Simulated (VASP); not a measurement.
Runs of VASP 6.6.1 on B. The structure is orthorhombic, space group Cmmm (No. 65). Conventional cell: a = 1.813 Å, b = 3.385 Å, c = 2.643 Å, α = 90.00°, β = 90.00°, γ = 90.00°. Around B (site symmetry mmm) lie 6 B at 1.81 to 1.92 Å. The cell was built by a generator and needn't be a form met in nature.

| task | cell | k mesh | cutoff (eV) | mesh quality | gap on the mesh (eV) | pressure (GPa) | relaxed volume (Å³/atom) |
| --- | --- | --- | --- | --- | --- | --- | --- |
| single point | Cmmm, 8.11 Å³/atom | 10 × 10 × 6 | 520 | coarse | none | (b) | - |
| single point | Pm-3m, 6.75 Å³/atom | 8 × 8 × 8 | 520 | coarse | none | (a) | - |
| relaxation of cell and atoms | relaxed | 28 × 28 × 28 | 600 | not flagged | none | 0.0 | 6.70 |
| relaxation of cell and atoms | relaxed | 8 × 8 × 8 | 600 | coarse | none | 0.4 | 6.73 |
| single point | Pm-3m, 6.7 Å³/atom | 28 × 28 × 28 | 520 | not flagged | none | 0.1 | - |

Alike in all rows: level PBE; potentials or basis VASP PAW PBE potentials, release 64 (B); no spin polarisation; smearing gaussian 0.1 eV.

Task: Estimate the missing entries.

Result: (a) -0.2; (b) -26.2.

Caveats: some runs use coarse meshes; so large a pressure means that the cell lies far from this level's equilibrium, or that cutoff or potentials fall short (some runs); the volume moved by over 15 % at a fixed basis, so the end points are rough (some runs).

A gap of «none» marks a metal or a gap under the smearing width.
